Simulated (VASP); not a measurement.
The system is MgB2.

```
Mg B
1.0
     3.08500    0.00000    0.00000
    -1.54250    2.67169    0.00000
     0.00000    0.00000    3.52300
Mg B
1 2
Direct
  0.00000 0.00000 0.00000
  0.66667 0.33333 0.50000
  0.33333 0.66667 0.50000
```

```yaml
Program: VASP 6.6.1
Task: relaxation of cell and atoms
Functional: PBE
Dispersion: D3(BJ)
Potentials_or_basis: VASP PAW PBE potentials, release 64 (Mg, B)
Cutoff: 600 eV
k_mesh: 8 × 8 × 8
Occupations: fermi-dirac, width 0.05 eV
Spin: no spin polarisation
```

At the start: pressure -5.9 GPa; volume 9.68 Å³/atom.

**Question.** Where does the relaxation end?

**Answer.** Over 5 steps the energy falls by 8.3 meV/atom and the volume is 9.27 Å³/atom (-4.3 %); space group P6/mmm (No. 191, to 0.05 Å).

Step by step:
```
step  energy change (eV)  largest force (eV/Å)  pressure (GPa)  volume (Å³)
   1              0.0000                0.0000           -5.94        29.04
   2             -0.0210                0.0000            1.97        27.55
   3             -0.0227                0.0000            0.16        27.86
   4             -0.0247                0.0000            0.06        27.81
   5             -0.0248                0.0000            0.03        27.80
```

Final structure:
```
Mg B
1.0
     3.05452    0.00000    0.00000
    -1.52726    2.64529    0.00000
     0.00000    0.00000    3.44035
Mg B
1 2
Direct
  0.00000 0.00000 0.00000
  0.66667 0.33333 0.50000
  0.33333 0.66667 0.50000
```

Caveat: pairwise dispersion overbinds metals, which lowers pressure and volume.
